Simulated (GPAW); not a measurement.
Crystal: Pt.

```
Pt
1.0
    -1.58217    1.58498    1.58466
     1.60292   -1.57978    1.60020
     1.56748    1.56509   -1.57945
Pt
1
Direct
  0.00000 0.00000 0.00000
```

This isn't the form of Pt at room conditions, which is fcc.

The cell isn't the ideal one: cell sheared at random, sigma 0.01, atoms nudged by 0.01 Å.

```yaml
Program: GPAW 26.7.0
Task: relaxation of cell and atoms
Functional: OLYP
Potentials_or_basis: PAW data sets generated in the run's folder for this functional
Cutoff: 600 eV
Basis: pw
k_mesh: 7 × 7 × 7
Occupations: fermi-dirac, width 0.05 eV
Spin: no spin polarisation
```

At the start: pressure -5.6 GPa; volume 15.90 Å³/atom.

**Question.** Where does the relaxation end?

**Answer.** Over 5 steps the energy falls by 9.1 meV/atom and the volume is 15.50 Å³/atom (-2.5 %); space group Im-3m (No. 229, to 0.05 Å).

The path:
```tsv
step	energy change (eV)	largest force (eV/Å)	pressure (GPa)	volume (Å³)
1	0.0000	0.0000	-5.65	15.90
2	-0.0083	0.0000	-0.35	15.52
3	-0.0088	0.0000	0.23	15.49
4	-0.0091	0.0000	0.21	15.49
5	-0.0091	0.0000	0.04	15.50
```

Final structure:
```
CELL_PARAMETERS angstrom
-1.57185 1.56129 1.57921
1.57161 -1.56132 1.57904
1.57149 1.56106 -1.57918
ATOMIC_POSITIONS crystal
Pt 0.00000 0.00000 0.00000
```

Caveat: the k mesh is coarse (spacing up to 0.40 Å⁻¹), so the values aren't converged; later steps reuse the first step's grids.
